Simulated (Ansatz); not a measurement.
SnTe (zincblende type) under strong compression

```yaml
crystal:
  lattice:
    - [0.00000, 3.60628, 3.60628]
    - [3.60628, 0.00000, 3.60628]
    - [3.60628, 3.60628, 0.00000]
  atoms:
    - { symbol: Sn, position: [0.00000, 0.00000, 0.00000] }
    - { symbol: Te, position: [0.25000, 0.25000, 0.25000] }
```

The cell comes from a relaxation on PAW files under the same functional, begun from a prototype that needn't be the stable phase.

Its volume is scaled at fixed shape and fractional positions.

Level of theory: DFT with PBE, scalar-relativistic, in Ansatz 0.2.0; a Γ-centred 12×12×12 k mesh, Fermi–Dirac smearing of 0.08 eV, no spin polarisation. LAPW: all electrons, basis error target 1 meV/atom; PAW: frozen-core files, cutoff 420 eV; crystal datasets: all electrons, by PAW datasets that the program makes for each cell; norm-conserving: pseudopotentials, cutoff 1120 eV; PAW (core large): files with a larger core, cutoff 420 eV.

Energies are extrapolated to zero smearing and count from the unscaled cell; pressure is positive in compression; gaps take the mesh and a band path. No temperature or zero-point motion is included.

Spin–orbit coupling is left out, which matters for the heavy atoms.

```json
{"V/V0": "1.00", "V (Å³/atom)": "46.90", "P LAPW (GPa)": "0.02", "ΔE LAPW (eV/atom)": "0.000", "P PAW − LAPW (GPa)": "0.00", "ΔE PAW − LAPW (meV/atom)": "0.0", "gap (eV)": "0.08"}
{"V/V0": "0.94", "V (Å³/atom)": "44.09", "P LAPW (GPa)": "1.69", "ΔE LAPW (eV/atom)": "0.015", "P PAW − LAPW (GPa)": "0.00", "ΔE PAW − LAPW (meV/atom)": "0.0", "gap (eV)": "0.00"}
{"V/V0": "0.88", "V (Å³/atom)": "41.27", "P LAPW (GPa)": "3.89", "ΔE LAPW (eV/atom)": "0.064", "P PAW − LAPW (GPa)": "0.00", "ΔE PAW − LAPW (meV/atom)": "-0.1", "gap (eV)": "0.00"}
{"V/V0": "0.80", "V (Å³/atom)": "37.52", "P LAPW (GPa)": "?", "ΔE LAPW (eV/atom)": "?", "P PAW − LAPW (GPa)": "?", "ΔE PAW − LAPW (meV/atom)": "?", "gap (eV)": "?"}
{"V/V0": "0.72", "V (Å³/atom)": "33.77", "P LAPW (GPa)": "14.29", "ΔE LAPW (eV/atom)": "0.456", "P PAW − LAPW (GPa)": "0.00", "ΔE PAW − LAPW (meV/atom)": "0.0", "gap (eV)": "0.00"}
{"V/V0": "0.64", "V (Å³/atom)": "30.02", "P LAPW (GPa)": "24.6", "ΔE LAPW (eV/atom)": "0.901", "P PAW − LAPW (GPa)": "0.01", "ΔE PAW − LAPW (meV/atom)": "0.1", "gap (eV)": "0.00"}
{"V/V0": "0.55", "V (Å³/atom)": "25.80", "P LAPW (GPa)": "45.3", "ΔE LAPW (eV/atom)": "1.793", "P PAW − LAPW (GPa)": "0.03", "ΔE PAW − LAPW (meV/atom)": "0.7", "gap (eV)": "0.00"}
```

Question: Fit the Vinet equation to the LAPW pressures shown (residuals weighted by 1/(|P| + 0.03·Pmax)), and predict the pressure of the withheld row.

Answer: The fit gives V0 = 46.96 Å³/atom, B0 = 22.8 GPa and B0′ = 4.22. At 37.52 Å³/atom, x = (V/V0)^(1/3) = 0.9279, and P = 3·B0·(1 − x)/x²·exp[1.5·(B0′ − 1)·(1 − x)] = 8.11 GPa. The run itself gave 7.98 GPa (+1.6 % off) and ΔE = 0.201 eV/atom.

Question: At the smallest volume, how far do crystal datasets and norm-conserving and PAW (core large) lie from LAPW in pressure?

Answer: crystal datasets: 0.00 GPa; norm-conserving: +0.10 GPa; PAW (core large): +0.09 GPa, on a LAPW pressure of 45.3 GPa.

Question: How do the Löwdin populations by LAPW change from the unscaled cell to the last row?

Answer: Sn 5s 1.93 → 1.59, Sn 5p 1.88 → 2.55, Te 5s 1.83 → 1.69, Te 5p 4.32 → 4.02 electrons an atom. These are projections on the shells that the free atoms fill; 0.06 e a cell lies outside them at the start and 0.20 e at the end.
